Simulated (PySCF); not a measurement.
# Electric properties by functional and basis

Compound: CHF3.
SMILES: `FC(F)F`

PySCF, dipoles from the SCF density, polarisabilities from static response with core orbitals frozen. Isolated species at its PBE0-D3(BJ)/def2-SVP geometry, gas phase.

Reference dipole: 1.645 D (measured, gas; NIST CCCBDB Release 22 (SRD 101), experimental dipoles). Reference polarisability: 2.801 Å³ (measured, gas; NIST CCCBDB Release 22 (SRD 101), experimental polarizabilities). The anisotropy is √(½[(α1 − α2)² + (α2 − α3)² + (α3 − α1)²]).

```tsv
level	μ (D)	error (%)	α (Å³)	error (%)	anisotropy (Å³)
LDA/def2-SVPD	1.523	-7.4	2.88	+3.0	0.15
PBE/def2-SVPD	1.475	-10.3	2.89	+3.1	0.15
B3LYP/def2-SVPD	1.598	-2.9	2.74	-2.2	0.14
PBE0/def2-SVPD	1.585	-3.6	2.70	-3.7	0.14
BHandHLYP/def2-SVPD	1.711	+4.0	2.57	-8.4	0.13
CAM-B3LYP/def2-SVPD	1.645	0.0	2.71	-3.2	0.15
wB97X-D/def2-SVPD	1.612	-2.0	2.69	-4.0	0.14
LC-wPBE/def2-SVPD	1.622	-1.4	2.70	-3.8	0.16
HF/def2-SVPD	1.823	+10.8	2.38	-15.0	0.11
PBE0/6-31G*	1.381	-16.1	1.95	-30.5	0.02
PBE0/def2-SVP	1.505	-8.5	1.84	-34.4	0.05
PBE0/6-31+G*	1.639	-0.3	2.42	-13.6	0.13
PBE0/aug-cc-pVDZ	1.555	-5.5	2.68	-4.4	0.16
PBE0/def2-TZVP	1.523	-7.4	2.36	-15.6	0.15
PBE0/def2-TZVPD	1.545	-6.1	2.76	-1.6	0.14
PBE0/aug-cc-pVTZ	1.552	-5.7	2.75	-1.9	0.15
```

For the dipole, the smallest error is 0.0% (CAM-B3LYP/def2-SVPD) and the largest 16.1% (PBE0/6-31G*). For the polarisability, the smallest error is 1.6% (PBE0/def2-TZVPD) and the largest 34.4% (PBE0/def2-SVP). The dipole runs from 1.38 D (PBE0/6-31G*) to 1.82 D (HF/def2-SVPD). In one basis (def2-SVPD) the functionals order the polarisability from HF (lowest) to PBE (highest), a spread of 21%. With PBE0 the polarisability is 2.05 Å³ without diffuse functions (mean of 6-31G*, def2-SVP and def2-TZVP) and 2.66 Å³ with them (mean of 6-31+G*, def2-SVPD, aug-cc-pVDZ, def2-TZVPD and aug-cc-pVTZ). Measured values can belong to vibrating molecules; the computed ones are for one fixed geometry.
